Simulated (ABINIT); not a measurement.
# Bi (R-3m) in ABINIT: reference runs

How does Bi come out in PBEsol? The cell is run as given.

Everything below comes from runs of ABINIT 10.8.3 (patched build). Logs are shortened: lines on timing, memory, paths and dates and some standing lists are left out, and cuts for length are marked. The log counts tension as positive stress, the text compression.

### 1 Starting point

Symmetry: R-3m, No. 166, trigonal system. The conventional cell has a = 4.535 Å, b = 4.535 Å, c = 11.814 Å, α = 90.00°, β = 90.00°, γ = 120.00°. Bi (site symmetry 3m) is surrounded by 6 Bi at 3.06 to 3.52 Å.

### 2 Single point, PBEsol

Contents of run.abi:

```
# Pseudopotentials
pp_dirpath "./"
pseudos "Bi.upf"

# Structure
acell 3*1.0
rprim
     4.2849539876     2.4739193382     7.4417414788
    -4.2849539876     2.4739193382     7.4417414788
     0.0000000000    -4.9478386764     7.4417414788
ntypat 1
znucl 83
natom 2
typat 1 1
xred
     0.7660000000     0.7660000000     0.7660000000
     0.2340000000     0.2340000000     0.2340000000

# Plane-wave basis
ecut 897.975746 eV

# k points
kptopt 1
ngkpt 7 7 7
nshiftk 1
shiftk 0.0 0.0 0.0

# Exchange and correlation
ixc -116133

# Bands and occupations
nband 19
occopt 3
tsmear 0.05 eV

# SCF cycle
nstep 100
tolvrs 1.0e-10

# Output
iomode 3
prtwf 0
prtden 0
prteig 0
prtebands 0
```

Potentials or basis: PseudoDojo NC SR PBEsol v0.4.1 standard.

Command:

```bash
abinit run.abi > log 2>&1
```

run.abo:

```text
.Version 10.8.3 of ABINIT
 Symmetries : space group R-3 m (#166); Bravais hR (rhombohedral)
================================================================================
 Values of the parameters that define the memory need of the present run
     intxc =       0    ionmov =       0      iscf =       7    lmnmax =       6
     lnmax =       6     mgfft =      48  mpssoang =       3    mqgrid =    3001
     natom =       2  nloc_mem =       1    nspden =       1   nspinor =       1
    nsppol =       1      nsym =      12    n1xccc =    2501    ntypat =       1
    occopt =       3   xclevel =       2
       mpw =        4302          nfft =      110592          nkpt =          44
================================================================================
================================================================================

--------------------------------------------------------------------------------
------------- Echo of variables that govern the present computation ------------
--------------------------------------------------------------------------------
 -outvars: echo values of preprocessed input variables --------
            acell      1.0000000000E+00  1.0000000000E+00  1.0000000000E+00 Bohr
              amu      2.08980370E+02
             ecut      3.30000000E+01 Hartree
              ixc     -116133
         kptrlatt        7    0    0      0    7    0      0    0    7
          kptrlen      5.99893558E+01
            natom           2
            nband          19
            ngfft          48      48      48
             nkpt          44
            nstep         100
             nsym          12
           ntypat           1
           occopt           3
           prtden           0
        prtebands           0
           prteig           0
            prtwf           0
            rprim      4.2849539876E+00  2.4739193382E+00  7.4417414788E+00
                      -4.2849539876E+00  2.4739193382E+00  7.4417414788E+00
                       0.0000000000E+00 -4.9478386764E+00  7.4417414788E+00
          spgroup         166
           tolvrs      1.00000000E-10
           tsmear      1.83746611E-03 Hartree
            typat      1  1
           xangst     -6.9118748466E-17  3.1638029746E-17  9.0495239939E+00
                      -2.1876098812E-18 -4.8624024627E-17  2.7644759981E+00
            xcart     -1.3061550477E-16  5.9787211384E-17  1.7101121918E+01
                      -4.1339835458E-18 -9.1886089684E-17  5.2241025181E+00
             xred      7.6600000000E-01  7.6600000000E-01  7.6600000000E-01
                       2.3400000000E-01  2.3400000000E-01  2.3400000000E-01
            znucl       83.00000

================================================================================

 chkinp: Checking input parameters for consistency.

================================================================================
== DATASET  1 ==================================================================

--- !DatasetInfo
iteration_state: {dtset: 1, }
dimensions: {natom: 2, nkpt: 44, mband: 19, nsppol: 1, nspinor: 1, nspden: 1, mpw: 4302, }
cutoff_energies: {ecut:  33.0, pawecutdg:  -1.0, }
electrons: {nelect:   3.00000000E+01, charge:   0.00000000E+00, occopt:   3.00000000E+00, tsmear:   1.83746611E-03, }
meta: {optdriver: 0, ionmov: 0, optcell: 0, iscf: 7, paral_kgb: 0, }
...

 Real(R)+Recip(G) space primitive vectors, cartesian coordinates (Bohr,Bohr^-1):
 R(1)=  4.2849540  2.4739193  7.4417415  G(1)=  0.1166874  0.0673695  0.0447924
 R(2)= -4.2849540  2.4739193  7.4417415  G(2)= -0.1166874  0.0673695  0.0447924
 R(3)=  0.0000000 -4.9478387  7.4417415  G(3)=  0.0000000 -0.1347390  0.0447924
 Unit cell volume ucvol=  4.7332291E+02 bohr^3
 Angles (23,13,12)=  5.73042342E+01  5.73042342E+01  5.73042342E+01 degrees

 getcut: wavevector=  0.0000  0.0000  0.0000  ngfft=  48  48  48
         ecut(hartree)=     33.000   => boxcut(ratio)=   2.07708

--- Pseudopotential description ------------------------------------------------
- pspini: atom type   1  psp file is ./Bi.upf
12 -116133 2 -1 1472                          pspcod,pspxc,lmax,lloc,mmax
     nproj     2     2     2

   2.57404668E+03                                ecore*ucvol(ha*bohr**3)
--------------------------------------------------------------------------------

================================================================================

--- !BeginCycle
iteration_state: {dtset: 1, }
solver: {iscf: 7, nstep: 100, nline: 4, wfoptalg: 0, }
tolerances: {tolvrs: 1.00E-10, }
...

     iter   Etot(hartree)      deltaE(h)  residm     vres2
 ETOT  1  -163.75635704165    -1.638E+02 3.346E-01 7.668E-01
 ETOT  2  -163.85656215054    -1.002E-01 1.557E-03 2.190E+00
 ETOT  3  -163.85683530733    -2.732E-04 3.284E-04 6.880E-01
 ETOT  4  -163.85695098583    -1.157E-04 1.434E-04 2.906E-03
 ETOT  5  -163.85695139087    -4.050E-07 2.096E-04 5.244E-04
 ETOT  6  -163.85695145431    -6.344E-08 5.755E-05 4.353E-05
 ETOT  7  -163.85695146061    -6.296E-09 1.227E-04 1.833E-07
 ETOT  8  -163.85695146063    -2.089E-11 2.642E-05 3.630E-09
 ETOT  9  -163.85695146063    -3.354E-12 6.604E-05 2.728E-10
 ETOT 10  -163.85695146063     1.620E-12 1.317E-05 5.728E-12

 At SCF step   10       vres2   =  5.73E-12 < tolvrs=  1.00E-10 =>converged.

 Cartesian components of stress tensor (hartree/bohr^3)
  sigma(1 1)=  8.14111042E-06  sigma(3 2)=  0.00000000E+00
  sigma(2 2)=  8.14111047E-06  sigma(3 1)=  0.00000000E+00
  sigma(3 3)=  1.68458906E-05  sigma(2 1)=  0.00000000E+00

--- !ResultsGS
iteration_state: {dtset: 1, }
comment   : Summary of ground state results
lattice_vectors:
- [  4.2849540,   2.4739193,   7.4417415, ]
- [ -4.2849540,   2.4739193,   7.4417415, ]
- [  0.0000000,  -4.9478387,   7.4417415, ]
lattice_lengths: [   8.93648,    8.93648,    8.93648, ]
lattice_angles: [ 57.304,  57.304,  57.304, ] # degrees, (23, 13, 12)
lattice_volume:   4.7332291E+02
convergence: {deltae:  1.620E-12, res2:  5.728E-12, residm:  1.317E-05, diffor: null, }
etotal    :  -1.63856951E+02
entropy   :   0.00000000E+00
fermie    :   1.73035702E-01
cartesian_stress_tensor: # hartree/bohr^3
- [  8.14111042E-06,   0.00000000E+00,   0.00000000E+00, ]
- [  0.00000000E+00,   8.14111047E-06,   0.00000000E+00, ]
- [  0.00000000E+00,   0.00000000E+00,   1.68458906E-05, ]
pressure_GPa:  -3.2489E-01
xred      :
- [  7.6600E-01,   7.6600E-01,   7.6600E-01, Bi]
- [  2.3400E-01,   2.3400E-01,   2.3400E-01, Bi]
cartesian_forces: # hartree/bohr
- [ -1.70125860E-19,  -1.42969596E-19,  -2.88898647E-03, ]
- [  1.70125860E-19,   1.42969596E-19,   2.88898647E-03, ]
force_length_stats: {min:   2.88898647E-03, max:   2.88898647E-03, mean:   2.88898647E-03, }
...

 Integrated electronic density in atomic spheres:
 ------------------------------------------------
 Atom  Sphere_radius  Integrated_density
    1        2.00000         10.72307320
    2        2.00000         10.72307320
================================================================================

 ----iterations are completed or convergence reached----

 Mean square residual over all n,k,spin=   16.308E-09; max=  13.172E-06
 reduced coordinates (array xred) for    2 atoms
       0.766000000000      0.766000000000      0.766000000000
       0.234000000000      0.234000000000      0.234000000000
 rms dE/dt=  2.1499E-02; max dE/dt=  2.1499E-02; dE/dt below (all hartree)
    1       0.021499090447      0.021499090447      0.021499090447
    2      -0.021499090447     -0.021499090447     -0.021499090447

 cartesian coordinates (angstrom) at end:
    1     -0.00000000000000     0.00000000000000     9.04952399388954
    2     -0.00000000000000    -0.00000000000000     2.76447599813336

 cartesian forces (hartree/bohr) at end:
    1     -0.00000000000000    -0.00000000000000    -0.00288898647025
    2      0.00000000000000     0.00000000000000     0.00288898647025
 frms,max,avg= 1.6679571E-03 2.8889865E-03   0.000E+00  0.000E+00  0.000E+00 h/b

 cartesian forces (eV/Angstrom) at end:
    1     -0.00000000000000    -0.00000000000000    -0.14855765731221
    2      0.00000000000000     0.00000000000000     0.14855765731221
 frms,max,avg= 8.5769803E-02 1.4855766E-01   0.000E+00  0.000E+00  0.000E+00 e/A
 length scales=  1.000000000000  1.000000000000  1.000000000000 bohr
              =  0.529177210544  0.529177210544  0.529177210544 angstroms
 Fermi (or HOMO) energy (hartree) =   0.17304   Average Vxc (hartree)=  -0.36782
 Eigenvalues (hartree) for nkpt=  44  k points:
 kpt#   1, nband= 19, wtk=  0.00292, kpt=  0.0000  0.0000  0.0000 (reduced coord)
  -0.66441   -0.66441   -0.65872   -0.65872   -0.65814   -0.65184   -0.65137   -0.65137
  -0.64680   -0.64680   -0.30571   -0.09751    0.12295    0.13264    0.13264    0.26960
   0.28707    0.28707    0.38447
      occupation numbers for kpt#   1
   2.00000    2.00000    2.00000    2.00000    2.00000    2.00000    2.00000    2.00000
   2.00000    2.00000    2.00000    2.00000    2.00000    2.00000    2.00000    0.00000
   0.00000    0.00000    0.00000
 prteigrs : prtvol=0 or 1, do not print more k-points.

--- !EnergyTerms
iteration_state     : {dtset: 1, }
comment             : Components of total free energy in Hartree
kinetic             :  7.81372983804188E+01
hartree             :  3.52965695766212E+01
xc                  : -4.29308278301244E+01
Ewald energy        : -1.02660380873143E+02
psp_core            :  5.43824652806338E+00
local_psp           : -1.06717467567810E+02
non_local_psp       : -3.04203352325851E+01
internal            : -1.63856897018560E+02
'-kT*entropy'       : -5.44420682968907E-05
total_energy        : -1.63856951460628E+02
total_energy_eV     : -4.45877479528411E+03
band_energy         : -1.33871258257825E+01
...

 Cartesian components of stress tensor (hartree/bohr^3)
  sigma(1 1)=  8.14111042E-06  sigma(3 2)=  0.00000000E+00
  sigma(2 2)=  8.14111047E-06  sigma(3 1)=  0.00000000E+00
  sigma(3 3)=  1.68458906E-05  sigma(2 1)=  0.00000000E+00

-Cartesian components of stress tensor (GPa)         [Pressure= -3.2489E-01 GPa]
- sigma(1 1)=  2.39519738E-01  sigma(3 2)=  0.00000000E+00
- sigma(2 2)=  2.39519740E-01  sigma(3 1)=  0.00000000E+00
- sigma(3 3)=  4.95623212E-01  sigma(2 1)=  0.00000000E+00

== END DATASET(S) ==============================================================
================================================================================

 -outvars: echo values of variables after computation  --------
            acell      1.0000000000E+00  1.0000000000E+00  1.0000000000E+00 Bohr
           etotal     -1.6385695146E+02
            fcart     -1.7012586026E-19 -1.4296959615E-19 -2.8889864703E-03
                       1.7012586026E-19  1.4296959615E-19  2.8889864703E-03
            rprim      4.2849539876E+00  2.4739193382E+00  7.4417414788E+00
                      -4.2849539876E+00  2.4739193382E+00  7.4417414788E+00
                       0.0000000000E+00 -4.9478386764E+00  7.4417414788E+00
           strten      8.1411104182E-06  8.1411104742E-06  1.6845890562E-05
                       0.0000000000E+00  0.0000000000E+00  0.0000000000E+00
           xangst     -6.9118748466E-17  3.1638029746E-17  9.0495239939E+00
                      -2.1876098812E-18 -4.8624024627E-17  2.7644759981E+00
             xred      7.6600000000E-01  7.6600000000E-01  7.6600000000E-01
                       2.3400000000E-01  2.3400000000E-01  2.3400000000E-01
 Calculation completed.
```

It took 3.1 min on 1 thread of Arm Neoverse N1, shared host; peak memory 0.14 GiB.

Results:

```
Free energy                                           : -4458.7748 eV
Pressure                                              : -0.3 GPa
Largest force                                         : 0.149 eV/Å
Band gap on the k mesh                                : 0.26 eV, indirect (least direct gap 0.52 eV)
Valence electrons inside the program's atomic spheres : Bi 10.72 (radii [1.0584] Å)
```

Forces on the atoms (eV/Å):
```
Bi   0.000  0.000 -0.149
Bi   0.000  0.000  0.149
```

Stress tensor (GPa, compression positive):
```
-0.24  0.00  0.00
 0.00 -0.24  0.00
 0.00  0.00 -0.50
```

Caveat: spin-orbit coupling is left out, which as a rule narrows the gap of such compounds by several tenths of an eV; an odd mesh through Γ misses points on the zone boundary, where band edges often lie.
